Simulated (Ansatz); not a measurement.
The system is O.

```
O
1.0
     1.67495    0.96703    3.73200
    -1.67495    0.96703    3.73200
     0.00000   -1.93406    3.73200
O
2
Direct
  0.02204 0.08137 0.03922
  0.95079 0.96501 0.92290
```

The real solid is made of molecules; this cell is a model form.

The cell isn't the ideal one: atoms moved at random, drawn with an rms of 0.1 Å.

* Program: Ansatz 0.2.0
* Task: relaxation of the atoms
* Functional: LDA
* Potentials or basis: JTH PAW
* Cutoff: 1380 eV (not typed: the program's choice for these potentials)
* k mesh: 7 × 7 × 7
* Occupations: fermi-dirac, width 0.15 eV
* Spin: collinear spin, random start
* Starting moments: [0.24, -0.07] μB

At the start: volume 18.13 Å³/atom.

**Question.** Where does the relaxation end?

**Answer.** Over 7 steps the energy falls by 111.8 meV/atom; space group C2/m (No. 12, to 0.05 Å); moment 1.99 μB per cell.

Step by step:
```
step  energy change (eV)  largest force (eV/Å)
   1              0.0000                6.7389
   2             -0.1379                3.1893
   3             -0.2015                1.7355
   4             -0.2236                0.0647
   5             -0.2236                0.0655
   6             -0.2236                0.0008
   7             -0.2236                0.0007
```

Final structure:
```xyz
2
Lattice="1.6749 0.9670 3.7320 -1.6749 0.9670 3.7320 0.0000 -1.9341 3.7320" Properties=species:S:1:pos:R:3 pbc="T T T"
O    -0.3067   -0.0957    0.4968
O     0.1835    0.1876   10.6296
```

Caveat: the starting moments weren't kept; the thresholds are loose for stress.
